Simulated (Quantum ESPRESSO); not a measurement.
# HC5 in Quantum ESPRESSO: relaxation of the atoms with PBE

Aim: the relaxation of the atoms of HC5 with PBE.

All numbers are computed with Quantum ESPRESSO 7.5; they aren't measurements. Logs are shortened: lines on timing, memory, paths and dates and some standing lists are left out, and cuts for length are marked.

### 1 Starting point

The cell holds a slab with vacuum, 24 atoms: a = 2.522 Å, b = 5.044 Å, c = 21.850 Å, α = 90.00°, β = 90.00°, γ = 90.00°.

### 2 Relaxation of the atoms, PBE

File pw.in:

```
&CONTROL
  calculation = 'relax'
  prefix = 'pwscf'
  outdir = './tmp'
  pseudo_dir = './pseudo'
  tprnfor = .true.
  disk_io = 'low'
  nstep = 40
  forc_conv_thr = 0.0004
  etot_conv_thr = 1d-05
/
&SYSTEM
  ibrav = 0
  nat = 24
  ntyp = 2
  ecutwfc = 45
  ecutrho = 360
  nbnd = 55
  occupations = 'smearing'
  smearing = 'fd'
  degauss = 0.00367493
/
&ELECTRONS
  conv_thr = 4.8d-09
  electron_maxstep = 120
  mixing_beta = 0.5
/
&IONS
  ion_dynamics = 'bfgs'
/
ATOMIC_SPECIES
C     12.0110 c_pbe_v1.2.uspp.F.UPF
H      1.0080 h_pbe_v1.4.uspp.F.UPF
CELL_PARAMETERS angstrom
   2.5222498885    0.0000000000    0.0000000000
   0.0000000000    5.0444997770    0.0000000000
   0.0000000000    0.0000000000   21.8497500000
ATOMIC_POSITIONS crystal
C      0.0000000000    0.0894290741    0.6790809964
C      0.0000000000    0.4105709259    0.6790809964
C      0.5000000000    0.0000000000    0.6428448838
C      0.5000000000    0.5000000000    0.6428448838
C      0.5000000000    0.2500000000    0.6020320599
C      0.5000000000    0.7500000000    0.6020320599
C      0.0000000000    0.2500000000    0.5612192359
C      0.0000000000    0.7500000000    0.5612192359
C      0.0000000000    0.0000000000    0.5204064120
C      0.0000000000    0.5000000000    0.5204064120
C      0.5000000000    0.0000000000    0.4795935880
C      0.5000000000    0.5000000000    0.4795935880
C      0.5000000000    0.2500000000    0.4387807641
C      0.5000000000    0.7500000000    0.4387807641
C      0.0000000000    0.2500000000    0.3979679401
C      0.0000000000    0.7500000000    0.3979679401
C      0.0000000000    0.0000000000    0.3571551162
C      0.0000000000    0.5000000000    0.3571551162
C      0.5000000000    0.0894290741    0.3209190036
C      0.5000000000    0.4105709259    0.3209190036
H      0.0000000000    0.0043859541    0.7253973158
H      0.0000000000    0.4956140459    0.7253973158
H      0.5000000000    0.0043859541    0.2746026842
H      0.5000000000    0.4956140459    0.2746026842
K_POINTS automatic
8 4 1 0 0 0
```

Potentials or basis: GBRV 1.5 PBE.

Run with:

```bash
> OMP_NUM_THREADS=1 mpirun -n 4 pw.x -nk 2 -in pw.in > pw.out
```

pw.out:

```text
This program is part of the open-source Quantum ESPRESSO suite
     for quantum simulation of materials; please cite
[... 6 lines left out ...]
     using ibrav=0 with symmetry is DISCOURAGED, use correct ibrav instead

     K-points division:     npool     =       2
     Subspace diagonalization in iterative solution of the eigenvalue problem:
     a serial algorithm will be used

     --------------------
     sticks:   dense  smooth     PW     G-vecs:    dense   smooth      PW
     Min         650     324    100               108202    38264    6554
     Max         651     325    101               108219    38281    6559
     Sum        1301     649    201               216421    76545   13113

     Using Slab Decomposition

     bravais-lattice index     =            0
     lattice parameter (alat)  =       4.7664  a.u.
     unit-cell volume          =    1876.0711 (a.u.)^3
     number of atoms/cell      =           24
     number of atomic types    =            2
     number of electrons       =        84.00
     number of Kohn-Sham states=           55
     kinetic-energy cutoff     =      45.0000  Ry
     charge density cutoff     =     360.0000  Ry
     scf convergence threshold =      4.8E-09
     mixing beta               =       0.5000
     number of iterations used =            8  plain     mixing
     energy convergence thresh.=      1.0E-05
     force convergence thresh. =      4.0E-04
     Exchange-correlation=  SLA  PW   PBX  PBC
                           (   1   4   3   4   0   0   0)
     nstep                     =           40

     celldm(1)=   4.766362  celldm(2)=   0.000000  celldm(3)=   0.000000
     celldm(4)=   0.000000  celldm(5)=   0.000000  celldm(6)=   0.000000

     crystal axes: (cart. coord. in units of alat)
               a(1) = (   1.000000   0.000000   0.000000 )
               a(2) = (   0.000000   2.000000   0.000000 )
               a(3) = (   0.000000   0.000000   8.662801 )

     reciprocal axes: (cart. coord. in units 2 pi/alat)
               b(1) = (  1.000000  0.000000  0.000000 )
               b(2) = (  0.000000  0.500000  0.000000 )
               b(3) = (  0.000000  0.000000  0.115436 )

     PseudoPot. # 1 for C  read from file:
     c_pbe_v1.2.uspp.F.UPF
     Pseudo is Ultrasoft + core correction, Zval =  4.0
     Generated by new atomic code, or converted to UPF format
     Using radial grid of  721 points,  4 beta functions with:
                l(1) =   0
                l(2) =   0
                l(3) =   1
                l(4) =   1
     Q(r) pseudized with  8 coefficients,  rinner =    1.100   1.100   1.100

     PseudoPot. # 2 for H  read from file:
     h_pbe_v1.4.uspp.F.UPF
     Pseudo is Ultrasoft, Zval =  1.0
     Generated by new atomic code, or converted to UPF format
     Using radial grid of  615 points,  2 beta functions with:
                l(1) =   0
                l(2) =   0
     Q(r) pseudized with  8 coefficients,  rinner =    0.700

     atomic species   valence    mass     pseudopotential
     C                 4.00    12.01100     C ( 1.00)
     H                 1.00     1.00800     H ( 1.00)

      8 Sym. Ops., with inversion, found ( 6 have fractional translation)

   Cartesian axes

     site n.     atom                  positions (alat units)
         1        C      tau(   1) = (   0.0000000   0.1788581   5.8827438  )
         2        C      tau(   2) = (   0.0000000   0.8211419   5.8827438  )
         3        C      tau(   3) = (   0.5000000   0.0000000   5.5688376  )
         4        C      tau(   4) = (   0.5000000   1.0000000   5.5688376  )
         5        C      tau(   5) = (   0.5000000   0.5000000   5.2152842  )
         6        C      tau(   6) = (   0.5000000   1.5000000   5.2152842  )
[... 16 lines left out ...]
        23        H      tau(  23) = (   0.5000000   0.0087719   2.3788285  )
        24        H      tau(  24) = (   0.5000000   0.9912281   2.3788285  )

     number of k points=    15  Fermi-Dirac smearing, width (Ry)=  0.0037
                       cart. coord. in units 2pi/alat
        k(    1) = (   0.0000000   0.0000000   0.0000000), wk =   0.0625000
        k(    2) = (   0.0000000   0.1250000   0.0000000), wk =   0.1250000
        k(    3) = (   0.0000000  -0.2500000   0.0000000), wk =   0.0625000
[... 285 lines left out ...]

   -12.3684 -12.3684 -11.8808 -11.8808 -11.7261 -11.7261 -10.8385 -10.8385
   -10.5676 -10.5676  -8.3165  -8.3165  -8.1030  -8.1030  -6.8934  -6.8934
    -6.2412  -6.2412  -5.7055  -5.7055  -3.7933  -3.7933  -3.1072  -3.1072
    -3.0634  -3.0634  -2.9689  -2.9689  -2.6426  -2.6426  -1.7044  -1.7044
    -1.6347  -1.6347  -1.2557  -1.2557  -1.0952  -1.0952  -1.0518  -1.0518
    -0.7562  -0.7562   8.9570   8.9570   9.5524   9.5524   9.8981   9.8981
     9.9594   9.9594  10.4671  10.4671  11.3454  11.3454  11.7037

     the Fermi energy is     4.7118 ev

!    total energy              =    -234.27827263 Ry
     estimated scf accuracy    <          1.2E-10 Ry
     smearing contrib. (-TS)   =      -0.00000000 Ry
     internal energy E=F+TS    =    -234.27827263 Ry

     The total energy is F=E-TS. E is the sum of the following terms:
     one-electron contribution =   -4255.10109763 Ry
     hartree contribution      =    2160.16604067 Ry
     xc contribution           =     -76.26870105 Ry
     ewald contribution        =    1936.92548537 Ry

     convergence has been achieved in   7 iterations

     negative rho (up, down):  2.560E-04 0.000E+00

     Forces acting on atoms (cartesian axes, Ry/au):

     atom    1 type  1   force =    -0.00000000   -0.00057092   -0.00000054
     atom    2 type  1   force =     0.00000000    0.00057092   -0.00000054
     atom    3 type  1   force =    -0.00000000   -0.00023240    0.00002104
     atom    4 type  1   force =     0.00000000    0.00023240    0.00002104
     atom    5 type  1   force =     0.00000000    0.00000000   -0.00012520
     atom    6 type  1   force =     0.00000000    0.00000000   -0.00064728
[... 16 lines left out ...]
     atom   23 type  2   force =    -0.00000000    0.00017418   -0.00036860
     atom   24 type  2   force =     0.00000000   -0.00017418   -0.00036860

     Total force =     0.002574     Total SCF correction =     0.000019
     Energy error            =      2.8E-05 Ry
     Gradient error          =      8.4E-04 Ry/Bohr

     number of scf cycles    =  11
     number of bfgs steps    =  10

     energy             old  =    -234.2782444372 Ry
     energy             new  =    -234.2782726323 Ry

     CASE: energy            _new < energy            _old

     new trust radius        =       0.0015559188 bohr
     new conv_thr            =       0.0000000001 Ry

ATOMIC_POSITIONS (crystal)
C               -0.0000000000        0.0895630605        0.6805813842
C                0.0000000000        0.4104369395        0.6805813842
C                0.5000000000        0.0179567284        0.6434877407
C                0.5000000000        0.4820432716        0.6434877407
C                0.5000000000        0.2500000000        0.5977205165
C                0.5000000000        0.7500000000        0.6066732258
[... 12 lines left out ...]
C                0.5000000000        0.0895630605        0.3194186158
C                0.5000000000        0.4104369395        0.3194186158
H               -0.0000000000        0.0036878849        0.7270729081
H               -0.0000000000        0.4963121151        0.7270729081
H                0.5000000000        0.0036878849        0.2729270919
H                0.5000000000        0.4963121151        0.2729270919

     NEW-OLD atomic charge density approx. for the potential

     negative rho (up, down):  2.556E-04 0.000E+00

     Self-consistent Calculation

     iteration #  1     ecut=    45.00 Ry     beta= 0.50
     Davidson diagonalization with overlap
     ethr =  1.00E-06,  avg # of iterations =  2.0

     Threshold (ethr) on eigenvalues was too large:
     Diagonalizing with lowered threshold

     Davidson diagonalization with overlap
     ethr =  1.77E-09,  avg # of iterations =  3.9

     negative rho (up, down):  2.556E-04 0.000E+00
[... 49 lines left out ...]
     iteration #  7     ecut=    45.00 Ry     beta= 0.50
     Davidson diagonalization with overlap
     ethr =  1.93E-13,  avg # of iterations =  2.4

     negative rho (up, down):  2.558E-04 0.000E+00

     End of self-consistent calculation

          k = 0.0000 0.0000 0.0000 (  9543 PWs)   bands (ev):

   -17.5386 -16.7884 -15.4856 -13.6267 -13.0083 -12.9772 -12.2497 -11.9355
   -11.4859 -11.2290  -8.8252  -8.6993  -8.4563  -7.1306  -6.4976  -6.1932
    -4.8950  -4.3884  -3.5839  -2.4259  -2.3973  -2.2305  -2.1437  -1.7387
    -1.2793  -1.0734  -0.5316  -0.0302   0.0332   0.2819   0.7566   0.7704
     0.8619   0.9307   1.0991   1.1815   1.2504   1.4937   1.5042   2.5546
     2.7896   2.9174   6.1274   6.2548   7.3784   7.9866   8.0040   8.3417
     8.5048   9.0471   9.0839   9.1170   9.2824   9.8204  10.1137
[... 123 lines left out ...]
   -12.8628 -12.8628 -12.3171 -12.3171 -10.9318 -10.9318 -10.4428 -10.4428
    -9.9782  -9.9782  -8.4283  -8.4283  -7.7953  -7.7953  -6.9900  -6.9900
    -6.7713  -6.7713  -6.3973  -6.3973  -4.4903  -4.4903  -3.7940  -3.7940
    -3.6798  -3.6798  -2.6888  -2.6888  -2.2937  -2.2937  -1.9407  -1.9407
    -1.6614  -1.6614  -1.0270  -1.0270  -0.3795  -0.3795  -0.2592  -0.2592
     0.0032   0.0032   8.8105   8.8105   9.6330   9.6330   9.9610   9.9610
    10.6466  10.6466  10.7678  10.7678  10.9849  10.9849  11.7157

          k =-0.5000-0.2500 0.0000 (  9636 PWs)   bands (ev):

   -12.3648 -12.3648 -11.8770 -11.8770 -11.7307 -11.7307 -10.8388 -10.8388
   -10.5632 -10.5632  -8.3163  -8.3163  -8.1002  -8.1002  -6.8948  -6.8948
    -6.2391  -6.2391  -5.7059  -5.7059  -3.7916  -3.7916  -3.1050  -3.1050
    -3.0650  -3.0650  -2.9702  -2.9702  -2.6439  -2.6439  -1.7032  -1.7032
    -1.6338  -1.6338  -1.2577  -1.2577  -1.0954  -1.0954  -1.0486  -1.0486
    -0.7529  -0.7529   8.9554   8.9554   9.5503   9.5503   9.8995   9.8995
     9.9590   9.9590  10.4636  10.4636  11.3431  11.3431  11.7019

     the Fermi energy is     4.7116 ev

!    total energy              =    -234.27827816 Ry
     estimated scf accuracy    <          2.6E-11 Ry
     smearing contrib. (-TS)   =      -0.00000000 Ry
     internal energy E=F+TS    =    -234.27827816 Ry

     The total energy is F=E-TS. E is the sum of the following terms:
     one-electron contribution =   -4254.75522161 Ry
     hartree contribution      =    2159.99359269 Ry
     xc contribution           =     -76.26614220 Ry
     ewald contribution        =    1936.74949297 Ry

     convergence has been achieved in   7 iterations

     negative rho (up, down):  2.558E-04 0.000E+00

     Forces acting on atoms (cartesian axes, Ry/au):

     atom    1 type  1   force =     0.00000000   -0.00014757   -0.00015833
     atom    2 type  1   force =     0.00000000    0.00014757   -0.00015833
     atom    3 type  1   force =     0.00000000   -0.00009183    0.00000944
     atom    4 type  1   force =     0.00000000    0.00009183    0.00000944
     atom    5 type  1   force =     0.00000000    0.00000000   -0.00010174
     atom    6 type  1   force =     0.00000000    0.00000000   -0.00008265
[... 16 lines left out ...]
     atom   23 type  2   force =     0.00000000    0.00017929   -0.00008723
     atom   24 type  2   force =     0.00000000   -0.00017929   -0.00008723

     Total force =     0.000804     Total SCF correction =     0.000008
     Energy error            =      5.5E-06 Ry
     Gradient error          =      2.0E-04 Ry/Bohr

     bfgs converged in  12 scf cycles and  11 bfgs steps
     (criteria: energy <  1.0E-05 Ry, force <  4.0E-04 Ry/Bohr)

     End of BFGS Geometry Optimization

     Final energy             =    -234.2782781575 Ry

Begin final coordinates

ATOMIC_POSITIONS (crystal)
C               -0.0000000000        0.0895630605        0.6805813842
C                0.0000000000        0.4104369395        0.6805813842
C                0.5000000000        0.0179567284        0.6434877407
C                0.5000000000        0.4820432716        0.6434877407
C                0.5000000000        0.2500000000        0.5977205165
C                0.5000000000        0.7500000000        0.6066732258
[... 12 lines left out ...]
C                0.5000000000        0.0895630605        0.3194186158
C                0.5000000000        0.4104369395        0.3194186158
H               -0.0000000000        0.0036878849        0.7270729081
H               -0.0000000000        0.4963121151        0.7270729081
H                0.5000000000        0.0036878849        0.2729270919
H                0.5000000000        0.4963121151        0.2729270919
End final coordinates

=------------------------------------------------------------------------------=
   JOB DONE.
=------------------------------------------------------------------------------=
```

It took 15 min on 4 MPI ranks of AMD EPYC 7R43 (Zen 3), shared host; peak memory 0.92 GiB.

What came out:

| Property | Result |
| --- | --- |
| Free energy | -3187.5184 eV |
| Energy gained by relaxing | 53.7 meV/atom |
| Ionic steps | 12 |
| Largest force after relaxing | 0.006 eV/Å |
| Band gap on the k mesh | 3.21 eV, direct |

Forces in eV/Å, atoms in the order of the input:
```
C    0.000 -0.004 -0.004
C    0.000  0.004 -0.004
C    0.000 -0.002  0.000
C    0.000  0.002  0.000
C    0.000  0.000 -0.003
C    0.000  0.000 -0.002
C    0.000  0.000  0.001
C    0.000  0.000  0.002
C    0.000 -0.005 -0.003
C    0.000  0.005 -0.003
C    0.000 -0.005  0.003
C    0.000  0.005  0.003
C    0.000  0.000 -0.001
C    0.000  0.000 -0.002
C    0.000  0.000  0.003
C    0.000  0.000  0.002
C    0.000 -0.002  0.000
C    0.000  0.002  0.000
C    0.000 -0.004  0.004
C    0.000  0.004  0.004
H    0.000  0.005  0.002
H    0.000 -0.005  0.002
H    0.000  0.005 -0.002
H    0.000 -0.005 -0.002
```

Step by step:
```
step  energy change (eV)  largest force (eV/Å)
   1              0.0000                3.7325
   2             -1.0035                1.5578
   3             -1.1891                0.5738
   4             -1.2713                0.2876
   5             -1.2826                0.1350
   6             -1.2859                0.0742
   7             -1.2869                0.0471
   8             -1.2877                0.0574
   9             -1.2885                0.0498
  10             -1.2893                0.0405
  11             -1.2897                0.0218
  12             -1.2898                0.0059
```

Final structure:
```
C H
1.0
     2.52225    0.00000    0.00000
     0.00000    5.04450    0.00000
     0.00000    0.00000   21.84975
C H
20 4
Direct
  0.00000 0.08956 0.68058
  0.00000 0.41044 0.68058
  0.50000 0.01796 0.64349
  0.50000 0.48204 0.64349
  0.50000 0.25000 0.59772
  0.50000 0.75000 0.60667
  0.00000 0.25000 0.55850
  0.00000 0.75000 0.56424
  0.00000 0.99387 0.52044
  0.00000 0.50613 0.52044
  0.50000 0.99387 0.47956
  0.50000 0.50613 0.47956
  0.50000 0.25000 0.44150
  0.50000 0.75000 0.43576
  0.00000 0.25000 0.40228
  0.00000 0.75000 0.39333
  0.00000 0.01796 0.35651
  0.00000 0.48204 0.35651
  0.50000 0.08956 0.31942
  0.50000 0.41044 0.31942
  0.00000 0.00369 0.72707
  0.00000 0.49631 0.72707
  0.50000 0.00369 0.27293
  0.50000 0.49631 0.27293
```
